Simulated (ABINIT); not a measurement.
Input of an ABINIT 10.8.3 (patched build) run:

run.abi

```
# Pseudopotentials
pp_dirpath "./"
pseudos "C.upf"

# Structure
acell 3*1.0 Angstrom
rprim
     0.0000000000     1.7833700000     1.7833700000
     1.7833700000     0.0000000000     1.7833700000
     1.7833700000     1.7833700000     0.0000000000
ntypat 1
znucl 6
natom 2
typat 1 1
xcart
     5.0551213183     5.0551213183     5.0551213183
     3.3700808789     3.3700808789     3.3700808789

# Plane-wave basis
ecut 31.0

# k points
kptopt 1
ngkpt 10 10 10
nshiftk 1
shiftk 0.0 0.0 0.0

# Exchange and correlation
ixc 7

# Bands and occupations
nband 8
occopt 3
tsmear 0.05 eV

# SCF cycle
nstep 100
tolvrs 1.0e-10

# Output
iomode 3
prtwf 0
prtden 0
prteig 0
prtebands 0
```

Potentials or basis: PseudoDojo NC SR LDA v0.4.1 standard.

Command:

```bash
$ abinit run.abi > log 2>&1
```

Task: What does it give for the band gap on the k mesh?

Result: 4.17 eV, indirect (least direct gap 5.57 eV).

 Expect the measured gap to be larger: semilocal functionals such as LDA lack the derivative discontinuity.
